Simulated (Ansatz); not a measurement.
CdI2 (started from an entry of an open crystallographic database) at its r2SCAN+rVV10 geometry, run in Ansatz at 2 levels of theory. (Simulation; spin polarisation is off.)

The r2SCAN input:
```yaml
crystal:
  lattice:
    - [4.2483568959, 0.0, 0.0]
    - [-2.124178448, 3.6791849962, 0.0]
    - [0.0, 0.0, 6.8844151795]
  atoms:
    - { symbol: Cd, position: [0.0, 0.0, 0.0] }
    - { symbol: I, position: [0.3333333333, 0.6666666667, 0.2495592321] }
    - { symbol: I, position: [0.6666666667, 0.3333333333, 0.7504407679] }
kpoints:
  mp_grid: { grid: [12, 12, 4] }
  band_path:
    path:
      - [0.0, 0.0, 0.0]
      - [0.5, 0.0, 0.0]
      - [0.3333333333, 0.3333333333, 0.0]
      - [0.0, 0.0, 0.5]
      - [0.5, 0.0, 0.5]
      - [0.3333333333, 0.3333333333, 0.5]
      - [-0.125, 0.125, 0.203125]
      - [0.0, 0.455729, 0.359375]
    npoints: 1
hamiltonian:
  xc: r2scan
scf:
  occupations: { method: fixed }
  n_extra_bands: 4
output:
  forces: true
  stress: true
  eigenvalues: true
```

Main results, then, where recorded, the levels near the gap in eV from the Fermi energy (columns number the bands from 0), one row a point of the path (Γ, M, K, A, L, H, (-1/8, 1/8, 0.203), (0, 0.456, 0.359)):
```
Crystal: 3 atoms, lattice volume = 107.607 Å³
Symmetry: 12 space group operations
Space group: P-3m1 (ITA 164)
```
```
Basis set: ecut = 500 eV, 2755 PW (Γ)
Bands: 31, of which v1, the nominal top of the filled ones, is band 27 counted from 1 (26 counted from 0)
k-points: 69 of 576
Free energy (F): -23326.395298 eV
Fermi energy:    5.854433 eV
--- Forces (eV/Å), atoms counted from 1 ---
  atom   1  Cd      0.00000      0.00000      0.00000
  atom   2  I       0.00000      0.00000    -0.00181
  atom   3  I       0.00000      0.00000      0.00181
--- Stress (GPa, compression-positive) ---
        0.846229       0.000000       0.000000
        0.000000       0.846229       0.000000
        0.000000       0.000000       0.865059
  P = ⅓ Tr σ = 0.8525 GPa (8.525 kbar)
```
```tsv
band_22	band_23	band_24	band_25	band_26	band_27	band_28	band_29
-0.308	-0.308	-0.161	-0.161	-0.147	3.077	5.054	6.918
-2.775	-2.002	-1.532	-0.698	-0.140	3.073	5.597	6.379
-2.184	-2.184	-1.946	-1.100	-1.100	3.100	7.613	7.613
-1.606	-0.433	-0.433	-0.016	-0.016	4.139	5.128	6.709
-3.216	-1.324	-1.216	-0.504	-0.456	2.816	5.448	6.374
-2.680	-2.680	-2.303	-0.284	-0.284	3.885	6.110	6.110
-1.138	-0.737	-0.660	-0.241	0.006	3.861	5.598	6.497
-3.053	-1.348	-1.347	-0.558	-0.393	2.786	5.594	6.657
```

The r2SCAN gap is indirect, 2.78 eV (k = (-1/8, 1/8, 0.203) to k = (0, 0.456, 0.359)), below the direct gap of 3.15 eV at k = (0, 0.417, 1/4).

HSE06. Against the first input these blocks differ (the band path and keys that only write files left aside):
```yaml
kpoints:
  mp_grid: { grid: [6, 6, 4] }
hamiltonian:
  xc: hse06
```

```
Basis set: ecut = 420 eV, 2093 PW (Γ)
Bands: 31, of which v1, the nominal top of the filled ones, is band 27 counted from 1 (26 counted from 0)
k-points: 24 of 144
Exchange kernel: α = 0.2500, screened, ω = 0.2079 Å⁻¹, Wigner–Seitz truncation, v(0) = 1046.8672 eV·Å³, q-mesh 6×6×4
hybrid outer 1: dexx = +1.308e-2 eV, tail = 5.26e-5 eV
hybrid outer 2: dexx = +6.010e-7 eV, tail = 3.29e-8 eV, Δε = 4.97e-3 eV, ΔF = 1.81e-2 eV/Å
hybrid outer 3: dexx = +4.861e-10 eV, tail = 2.07e-10 eV, Δε = 1.10e-4 eV, ΔF = 3.13e-4 eV/Å
Free energy (F): -23295.262024 eV
Fermi energy:    5.510056 eV
--- Forces (eV/Å), atoms counted from 1 ---
  atom   1  Cd      0.00000      0.00000      0.00000
  atom   2  I       0.00000      0.00000    -0.07645
  atom   3  I       0.00000      0.00000      0.07645
--- Stress (GPa, compression-positive) ---
        0.831576       0.000000       0.000000
        0.000000       0.831576       0.000000
        0.000000       0.000000       0.761165
  P = ⅓ Tr σ = 0.8081 GPa (8.081 kbar)
```
```tsv
band_22	band_23	band_24	band_25	band_26	band_27	band_28	band_29
-0.301	-0.301	-0.158	-0.158	-0.144	3.499	5.414	7.434
-2.941	-2.119	-1.605	-0.729	-0.138	3.616	5.977	6.851
-2.318	-2.318	-2.052	-1.162	-1.162	3.663	8.092	8.092
-1.684	-0.433	-0.433	-0.005	-0.005	4.659	5.473	7.213
-3.408	-1.386	-1.287	-0.536	-0.471	3.340	5.866	6.831
-2.844	-2.844	-2.424	-0.297	-0.297	4.502	6.519	6.519
-1.179	-0.771	-0.678	-0.240	0.021	4.365	5.975	6.960
-3.236	-1.426	-1.412	-0.593	-0.404	3.308	6.017	7.119
```

HSE06 gives an indirect gap of 3.29 eV, from k = (-1/8, 1/8, 0.203) to k = (0, 0.456, 0.359); the least direct gap is 3.64 eV at Γ. The mean pressure at these positions is +0.8 GPa, compression counted positive. The stress of a hybrid is loosely converged here.

The hybrids run on coarser meshes, which limits their stresses and small splittings of levels.

Totals of different functionals can't be compared.

Spin-orbit coupling is left out, which matters wherever the heavy atoms make up the band edges.

The meshes of the hybrids are coarse, so their gaps aren't converged to the digits shown.
